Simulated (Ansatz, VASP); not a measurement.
**Mo: VASP beside Ansatz**

```
CELL_PARAMETERS angstrom
-1.57342 1.57342 1.57342
1.57342 -1.57342 1.57342
1.57342 1.57342 -1.57342
ATOMIC_POSITIONS crystal
Mo 0.00000 0.00000 0.00000
```

Alike in both runs: task relaxation of cell and atoms; functional PBEsol; k mesh 16 × 16 × 16; occupations fermi-dirac, width 0.08 eV; no spin polarisation.

```csv
,VASP,Ansatz
version,VASP 6.6.1,Ansatz 0.2.0
potentials or method,"VASP PAW PBE potentials, release 64 (Mo_sv)","PAW with Ansatz's default frozen-core files, scalar-relativistic"
plane-wave cutoff (eV),600,420
valence electrons in the cell,14,14
```

VASP gave:

```
relaxed volume (Å³/atom)                                     : 15.34
relaxed cell length with the largest relative difference (Å) : 2.711
energy change over the relaxation (meV/atom)                 : -3
```

Question: Estimate Ansatz's values.

Answer: Relaxed volume (Å³/atom): 15.32; relaxed cell length with the largest relative difference (Å): 2.710; energy change over the relaxation (meV/atom): -4.

Caveats: the PAW data sets were made with another functional, which shifts forces and pressure a little (VASP).
